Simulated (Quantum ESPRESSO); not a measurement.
**MoS2 under changes of volume**

One of the cells (50.735 Å³/atom); the others are scaled copies at fixed shape and fractional positions:

```
Mo S
1.0
     3.18413    0.00000    0.00000
    -1.59206    2.75753    0.00000
     0.00000    0.00000   17.33460
Mo S
1 2
Direct
  0.00000 0.00000 0.00000
  0.33333 0.66667 0.91051
  0.33333 0.66667 0.08949
```

* Program: Quantum ESPRESSO 7.5
* Functional: LDA
* Potentials or basis: GBRV 1.5 LDA
* Cutoff: 612 eV
* Density cutoff: 4898 eV
* k mesh: 10 × 10 × 2
* Occupations: fermi-dirac, width 0.05 eV
* Spin: no spin polarisation

```tsv
volume (Å³/atom)	energy over the lowest point (meV/atom)	gap on the mesh (eV)	largest force (eV/Å)
47.690	4.74	1.90	0.703
48.705	0.00	1.84	0.309
49.720	2.88	1.79	0.055
50.735	12.61	1.73	0.391
51.749	28.44	1.68	0.701
52.764	?	?	?
53.779	75.90	1.58	1.252
```

What does the run at 52.764 Å³/atom give?

Energy over the lowest point 49.72 meV/atom; gap on the mesh 1.63 eV; largest force 0.987 eV/Å.

Worked out: A Birch-Murnaghan fit of order 3 (a polynomial in V^(-2/3)) to the other rows has its minimum at 48.81 Å³/atom with B0 = V·E''(V) = 57 GPa and B' = 4.4 at fixed shape and positions, which overstates the stiffness. It gives 49.73 meV/atom at 52.764 Å³/atom, against the run's 49.72. A straight line through the other rows of the gap, of slope -2.66 eV per unit of ln V, gives 1.63 eV, against the run's 1.63.

Energies are extrapolated to zero smearing.

A mesh can miss the band edges. Spin-orbit coupling on Mo is left out.
